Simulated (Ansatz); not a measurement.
Sn:

```
Sn
1.0
     0.00000    3.23334    3.23334
     3.23334    0.00000    3.23334
     3.23334    3.23334    0.00000
Sn
2
Cartesian
  4.8500 4.8500 4.8500
  3.2333 3.2333 3.2333
```

This isn't the form of Sn at room conditions, which is tetragonal (white tin).

Base run:

```yaml
Program: Ansatz 0.2.0
Functional: PBE
Potentials_or_basis: Ansatz PAW
Cutoff: "420 eV (not typed: the program's choice for these potentials)"
k_mesh: 7 × 7 × 7
Occupations: gaussian, width 0.026 eV
Spin: no spin polarisation
```

Its results: band gap on the k mesh none (metal or under the smearing width); pressure 3.8 GPa.

Q: The run is repeated on the same cell with these changes: functional from PBE to PBEsol; occupations from gaussian, width 0.026 eV to fermi-dirac, width 0.05 eV. What comes out?

A: Band gap on the k mesh none (metal or under the smearing width); pressure 1.5 GPa.

Caveats: spin-orbit coupling is left out, which moves the levels of the heavy elements (some runs); the PAW data sets come from PBE, with cores solved anew for the run's functional, which leaves a small shift of forces and pressure (some runs).
